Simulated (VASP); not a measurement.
# CdF₂: convergence, relaxation of the atoms

CdF₂, P1 (no. 1), 3 atoms in the cell. PBE; PAW potentials Cd, F (PBE set). VASP 6.6.1.

Wanted: energy within 2 meV/atom; shortest distances from each atom, periodic images included within 0.005 Å.

What the run is for: geometry; Accuracy asked: standard.

POSCAR:
```
CdF2
1.0
    0.0000000000      2.6940000000      2.6940000000
    2.6940000000      0.0000000000      2.6940000000
    2.6940000000      2.6940000000      0.0000000000
Cd F
1 2
Direct
   -0.0122510000      0.0230010000     -0.0249500000
    0.7224690000      0.7556410000      0.7603010000
    0.2445020000      0.2464040000      0.2489950000
```

The series start from Plane-wave cutoff (eV): 520; k-point mesh: 5 × 5 × 5; Ionic threshold (EDIFFG): -0.01; Electronic threshold (eV): 1e-6; Precision mode (PREC): Accurate; Relaxation algorithm: IBRION=2; Electronic steps between moves: NELMIN=4 ALGO=Normal. Each series keeps the choices made before it, and each single choice may use up half of a tolerance.

## Plane-wave cutoff (eV)

| Plane-wave cutoff (eV) | Energy less reference (meV/atom) | Shortest distances from each atom, periodic images included, largest deviation (Å) | SCF iterations | Time (s) |
|---|---|---|---|---|
| 360 | -9.8 | 0.0001 | 45 | 23 |
| 400 | -5.0 | 0.0001 | 46 | 33 |
| 460 | -0.8 | 0.0001 | 46 | 34 |
| 520 | 1.8 | 0.0001 | 47 | 36 |
| 640 (reference) | 0.0 | 0.0000 | 47 | 42 |

Chosen: 640; the next looser run is off by more than half of the tolerance, so convergence isn't shown beyond this value.

## k-point mesh

| k-point mesh | Energy less reference (meV/atom) | Shortest distances from each atom, periodic images included, largest deviation (Å) | SCF iterations | Time (s) |
|---|---|---|---|---|
| 3 × 3 × 3 | 2.6 | 0.0000 | 47 | 18 |
| 5 × 5 × 5 | 0.0 | 0.0000 | 47 | 42 |
| 6 × 6 × 6 | 0.0 | 0.0000 | 47 | 62 |
| 7 × 7 × 7 (reference) | 0.0 | 0.0000 | 47 | 91 |

Chosen: 5 × 5 × 5, the loosest value from which every tighter one stays within half of the tolerance.

## Ionic threshold (EDIFFG)

| Ionic threshold (EDIFFG) | Energy less reference (meV/atom) | Shortest distances from each atom, periodic images included, largest deviation (Å) | SCF iterations | Time (s) |
|---|---|---|---|---|
| -0.1 | 0.3 | 0.0166 | 28 | 24 |
| -0.05 | 0.0 | 0.0020 | 43 | 38 |
| -0.02 | 0.0 | 0.0020 | 43 | 43 |
| -0.01 | 0.0 | 0.0005 | 47 | 42 |
| -0.005 | 0.0 | 0.0005 | 47 | 44 |
| -0.002 (reference) | 0.0 | 0.0000 | 51 | 44 |

Chosen: -0.05.

## Electronic threshold (eV)

| Electronic threshold (eV) | Energy less reference (meV/atom) | Shortest distances from each atom, periodic images included, largest deviation (Å) | SCF iterations | Time (s) |
|---|---|---|---|---|
| 0.0001 | 0.0 | 0.0011 | 28 | 29 |
| 1e-5 | 0.1 | 0.0051 | 37 | 33 |
| 1e-6 | 0.0 | 0.0001 | 43 | 38 |
| 1e-7 (reference) | 0.0 | 0.0000 | 48 | 42 |

Chosen: 1e-6.

## Precision mode (PREC)

| Precision mode (PREC) | Energy less reference (meV/atom) | Shortest distances from each atom, periodic images included, largest deviation (Å) | SCF iterations | Time (s) |
|---|---|---|---|---|
| Normal | 0.0 | 0.0001 | 43 | 26 |
| Accurate (reference) | 0.0 | 0.0000 | 43 | 38 |

Chosen: Normal.

## Relaxation algorithm

| Relaxation algorithm | Energy less reference (meV/atom) | Shortest distances from each atom, periodic images included, largest deviation (Å) | SCF iterations | Time (s) |
|---|---|---|---|---|
| IBRION=2 | 0.0 | 0.0000 | 43 | 26 |
| IBRION=2 POTIM=0.2 | 0.0 | 0.0002 | 57 | 31 |
| IBRION=2 POTIM=0.8 | 0.0 | 0.0032 | 38 | 21 |
| IBRION=1 | 0.1 | 0.0032 | 27 | 18 |
| IBRION=1 POTIM=0.2 | 0.1 | 0.0067 | 38 | 25 |
| IBRION=1 POTIM=0.3 NFREE=6 | 0.1 | 0.0027 | 33 | 20 |
| IBRION=3 POTIM=0.2 SMASS=0.4 | 0.1 | 0.0075 | 59 | 41 |
| IBRION=3 POTIM=0.3 | 0.0 | 0.0012 | 38 | 40 |

Chosen: IBRION=2; no other choice that stays within half of the tolerance saves 30 % of the time.

## Electronic steps between moves

| Electronic steps between moves | Energy less reference (meV/atom) | Shortest distances from each atom, periodic images included, largest deviation (Å) | SCF iterations | Time (s) |
|---|---|---|---|---|
| NELMIN=4 ALGO=Normal | 0.0 | 0.0000 | 43 | 26 |
| ALGO=Normal | 0.0 | 0.0000 | 42 | 31 |
| NELMIN=4 MAXMIX=40 ALGO=Normal | 0.0 | 0.0001 | 41 | 26 |
| NELMIN=4 ALGO=Fast | 0.0 | 0.0015 | 47 | 29 |
| NELMIN=4 MAXMIX=40 ALGO=Fast | 0.0 | 0.0008 | 47 | 31 |

Chosen: NELMIN=4 ALGO=Normal.

## All choices together

| Input | Energy less reference (meV/atom) | Shortest distances from each atom, periodic images included, largest deviation (Å) | Time (s) |
|---|---|---|---|
| the program's defaults (naive) | -5.1 | 0.0027 | 8.7 |
| chosen settings | 0.0 | 0.0022 | 26 |
| reference settings throughout | 0.0 | 0.0000 | 125 |

The chosen settings stay within the tolerance of the reference run, but the reference itself isn't shown to be converged in: Plane-wave cutoff (eV).

## The input

INCAR:
```
GGA = PE
ISMEAR = 0
SIGMA = 0.03
LWAVE = F
LCHARG = F
ISIF = 2
NSW = 120
PREC = Normal
LASPH = T
LREAL = F
ALGO = Normal
EDIFF = 1E-6
NELM = 120
GGA_COMPAT = F
IBRION = 2
EDIFFG = -0.05
NELMIN = 4
ENCUT = 640
EFERMI = MIDGAP
KPAR = 4
```

KPOINTS:
```
Automatic mesh
0
Gamma
  5 5 5
  0 0 0
```

Commands:
```
cat potpaw_PBE.64/Cd/POTCAR potpaw_PBE.64/F/POTCAR > POTCAR
mpirun -np 4 vasp_std > vasp.out
```

The chosen input took VASP 6.6.1 26 s on 4 cores (AMD EPYC 7R43 (Zen 3)), a shared host.

## An input that fails: too few ionic steps

It gives no converged result.

Changes against the starting input:
```
- NSW = 120
- NELM = 120
+ NSW = 3
+ NELM = 61
```
